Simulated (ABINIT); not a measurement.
The system is B.

```
CELL_PARAMETERS angstrom
1.88524 0.00000 0.00000
0.00000 1.88524 0.00000
0.00000 0.00000 1.88524
ATOMIC_POSITIONS crystal
B 0.50000 0.50000 0.50000
```

The cell was built by a generator and needn't be a form met in nature.

* Program: ABINIT 10.8.3 (patched build)
* Task: single point
* Functional: PBE
* Potentials or basis: JTH PAW PBE v2.0
* Cutoff: 408 eV
* k mesh: 14 × 14 × 14
* Occupations: fermi-dirac, width 0.05 eV
* Spin: no spin polarisation

On this cell: pressure 0.3 GPa; band gap on the k mesh none (metal or under the smearing width).

The same run follows on a disturbed copy (cell strained at random at fixed volume):

```
CELL_PARAMETERS angstrom
1.90498 0.00319 -0.01991
0.00319 1.86406 0.00040
-0.01991 0.00040 1.88712
ATOMIC_POSITIONS crystal
B 0.49998 0.51838 0.51378
```

What changes?

The energy (extrapolated to zero smearing) moves by -2.7 meV/atom; pressure 0.4 GPa; band gap on the k mesh none (metal or under the smearing width).

Stress tensor (GPa, compression positive):
```
-1.67  1.03 -3.88
 1.03  3.46  0.21
-3.88  0.21 -0.73
```

The energy falls, though the first cell shows no forces: that form is unstable against this distortion, unless noise or another electronic state is at work.
